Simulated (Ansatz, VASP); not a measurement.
This is a calculation of Pb (Lead) for VASP 6.6.1. 

The input INCAR:

```
PREC = Accurate
ENCUT = 520
EDIFF = 1E-6
ISMEAR = 0
SIGMA = 0.012
LREAL = False
LASPH = True
NELM = 80
ALGO = Fast
ISIF = 2
LWAVE = False
LCHARG = False
GGA = PE
```

Contents of KPOINTS:

```
Automatic mesh
0
Gamma
  9 9 9
```

POSCAR

```
Pb
1.0
    0.0000000000      2.4750200000      2.4750200000
    2.4750200000      0.0000000000      2.4750200000
    2.4750200000      2.4750200000      0.0000000000
Pb
1
Direct
    0.0000000000      0.0000000000      0.0000000000
```

Potentials or basis: VASP PAW PBE potentials, release 64 (Pb_d).

Run with:

```console
$ cat potpaw_PBE.64/Pb_d/POTCAR > POTCAR
$ mpirun -np 1 vasp_std > vasp.out
```

Problem. Set up the same calculation for Ansatz 0.2.0. Potentials or basis there: all-electron LAPW, scalar-relativistic.

Solution. As run (cutoffs and basis follow the program's own potentials, and thresholds, step limits or extra output files can differ):

input.yaml

```yaml
crystal:
  lattice:
    - [0.0, 2.47502, 2.47502]
    - [2.47502, 0.0, 2.47502]
    - [2.47502, 2.47502, 0.0]
  atoms:
    - { symbol: Pb, position: [0.0, 0.0, 0.0] }
kpoints:
  mp_grid: { grid: [9, 9, 9] }
scf:
  occupations: { method: gaussian, width: 0.012 }
hamiltonian:
  xc: pbe
  pseudopotentials: { kind: all_electron, lapw: { basis_error: 0.001 } }
output:
  forces: true
  stress: true
  eigenvalues: true
```

Potentials or basis: all-electron LAPW, scalar-relativistic.

Launch:

```sh
$ ansatz run input.yaml --threads 1 --pin off --max-ram 3072MiB --backend cpu --events-out ev --progress --plain --runs-dir out
```

Both were run:

|  | VASP | Ansatz |
| --- | --- | --- |
| Pressure | 2.2 GPa | 2.3 GPa |

Where Ansatz's input types no cutoff or centring, it takes its own default and a Γ-centred mesh.

Pressure is positive in compression.
